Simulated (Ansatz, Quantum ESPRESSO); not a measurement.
**SnO2 [001], rutile: pulling along c**

The c axis is held at a set length while the cell relaxes sideways. How do the lateral strain and the stress follow? The strained cell has c along the load; unstrained it is a = 4.7770 Å, b = 4.7770 Å, c = 3.2211 Å, α = 90.00°, β = 90.00°, γ = 90.00°, with 6 atoms.

Calculated with Quantum ESPRESSO 7.5, PBEsol, PseudoDojo 0.4.1 norm-conserving potentials, cutoff 1170 eV, Fermi–Dirac smearing 0.02 eV, k-mesh 6×6×9, no spin polarisation, no spin-orbit coupling.

Relaxed positions at 0 %:

```csv
atom,x,y,z
Sn,0.0000,0.0000,0.0000
Sn,0.5000,0.5000,0.5000
O,0.3064,0.3064,0.0000
O,0.1936,0.8064,0.5000
O,0.6936,0.6936,0.0000
O,0.8064,0.1936,0.5000
```

```
ε_c (%)   a (Å)   c (Å)  ε_a (%)  σ (GPa, tension positive)
     −3  4.8304  3.1245    1.118                      −9.70
     −2  4.8124  3.1567    0.741                      −6.30
     −1  4.7946  3.1889    0.368                      −3.07
      0  4.7770  3.2211    0.000                      −0.01
      2  4.7423  3.2855   −0.726                       5.60
      3  4.7254  3.3177   −1.080                       8.15
```

**Question.** Fit both responses and give the free strain and the stress at +1 %, a row left out above.

Least squares with y = y0 + y1 ε + y2 ε² (ε in %) gives ε_a = −0.001 + (−0.3665) ε + (0.0022) ε² and σ = −0.01 + (2.975) ε + (−0.085) ε² GPa. The linear terms put the ratio of free to applied strain at −0.366 and the Young modulus at 298 GPa.

At +1 % the free strain comes out as −0.365 %. The run itself gives −0.366 %, so the estimate misses by 0.001 %, a rounding's worth.

The stress comes out as 2.88 GPa. The run itself gives 2.88 GPa, so the estimate misses by 0.00 GPa, a rounding's worth.

The negative ε² term means that the crystal stiffens in compression and softens in tension.

The same fit over all rows at other levels or in other programs gives the strain ratio = −0.366 with PBEsol (Ansatz).

[Logs are printed without paths, hosts, clocks, repeated set-up lines and the standing remarks that a program may print on its own settings, such as how far it seeks lower states.]
